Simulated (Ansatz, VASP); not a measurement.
## One calculation of Be, two programs

```xyz
1
Lattice="-1.2531 1.2531 1.2531 1.2531 -1.2531 1.2531 1.2531 1.2531 -1.2531" Properties=species:S:1:pos:R:3 pbc="T T T"
Be    0.0000    0.0000    0.0000
```

Alike in both runs: task single point; functional PBE; k mesh 24 × 24 × 24; occupations gaussian, width 0.1 eV; no spin polarisation.

|  | VASP | Ansatz |
| --- | --- | --- |
| version | VASP 6.6.1 | Ansatz 0.2.0 |
| potentials or method | VASP PAW PBE potentials, release 64 (Be) | scalar-relativistic, plane waves, PAW |
| plane-wave cutoff (eV) | 520 | 420 |
| valence electrons in the cell | 2 | 2 |

|  | VASP | Ansatz | Ansatz less VASP |
| --- | --- | --- | --- |
| gap on the k mesh at the Fermi level (eV) | none | none | - |
| pressure (GPa) | -0.7 | -0.8 | -0.15 |

A gap of «none» marks a metal or a gap that the smearing closes.
